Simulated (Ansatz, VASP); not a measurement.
One calculation of Al, two programs

INCAR

```
PREC = Accurate
ENCUT = 520
EDIFF = 1E-6
ISMEAR = -1
SIGMA = 0.05
LREAL = F
LASPH = T
NELM = 60
ALGO = Normal
ISIF = 2
LWAVE = F
LCHARG = F
GGA = PE
NBANDS = 8
```

File KPOINTS:

```
Automatic mesh
0
Gamma
  18 18 18
```

The input POSCAR:

```
Al
1.0
    0.0000000000      2.0206724462      2.0206724462
    2.0206724462      0.0000000000      2.0206724462
    2.0206724462      2.0206724462      0.0000000000
Al
1
Direct
    0.0000000000      0.0000000000      0.0000000000
```

Input for Ansatz:

```yaml
crystal:
  lattice:
    - [0.0, 2.0206724462, 2.0206724462]
    - [2.0206724462, 0.0, 2.0206724462]
    - [2.0206724462, 2.0206724462, 0.0]
  atoms:
    - { symbol: Al, position: [0.0, 0.0, 0.0] }
kpoints:
  mp_grid: { grid: [18, 18, 18] }
scf:
  occupations: { method: fermi_dirac, width: 0.05 }
hamiltonian:
  xc: pbe
  pseudopotentials: { kind: nc }
output:
  forces: true
  stress: true
  eigenvalues: true
```

Change from the starting cell: volume scaled by 1, norm-conserving files.

Alike in both runs: task single point; functional PBE; k mesh 18 × 18 × 18; occupations fermi-dirac, width 0.05 eV; no spin polarisation.

|  | VASP | Ansatz |
| --- | --- | --- |
| version | VASP 6.6.1 | Ansatz 0.2.0 |
| potentials or method | VASP PAW PBE potentials, release 64 (Al) | norm-conserving pseudopotentials, scalar-relativistic |
| plane-wave cutoff (eV) | 520 | 544 |
| valence electrons in the cell | 3 | 3 |

|  | VASP | Ansatz | Ansatz less VASP |
| --- | --- | --- | --- |
| pressure (GPa) | 0.0 | 0.0 | +0.06 |

The functional is the same, so the differences come from potentials, cutoffs and numerics.
